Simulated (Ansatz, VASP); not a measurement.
Sb in VASP and in Ansatz

```
CELL_PARAMETERS angstrom
0.00000 2.07330 2.07330
2.07330 0.00000 2.07330
2.07330 2.07330 0.00000
ATOMIC_POSITIONS crystal
Sb 0.00000 0.00000 0.00000
```

Change from the starting cell: volume scaled by 0.68, PAW files.

Alike in both runs: task single point; functional PBEsol; k mesh 15 × 15 × 15; occupations fermi-dirac, width 0.1 eV; no spin polarisation.

|  | VASP | Ansatz |
| --- | --- | --- |
| version | VASP 6.6.1 | Ansatz 0.2.0 |
| potentials or method | VASP PAW PBE potentials, release 64 (Sb) | PAW with Ansatz's default frozen-core files, scalar-relativistic |
| plane-wave cutoff (eV) | 520 | 420 |
| valence electrons in the cell | 5 | 15 |

```csv
,VASP,Ansatz,Ansatz less VASP
pressure (GPa),63.9,62.5,-1.40
```

With one functional, cell and mesh, what is left measures potentials, basis and numerics. The two sets of potentials don't hold the same shells in valence.

Caveats: the cell as given lies far from equilibrium; so large a pressure means that the cell lies far from this level's equilibrium, or that cutoff or potentials fall short (VASP); the potentials were made for another functional, which shifts forces and pressure (VASP). The runs have no spin-orbit coupling, so splittings on Sb are missing.
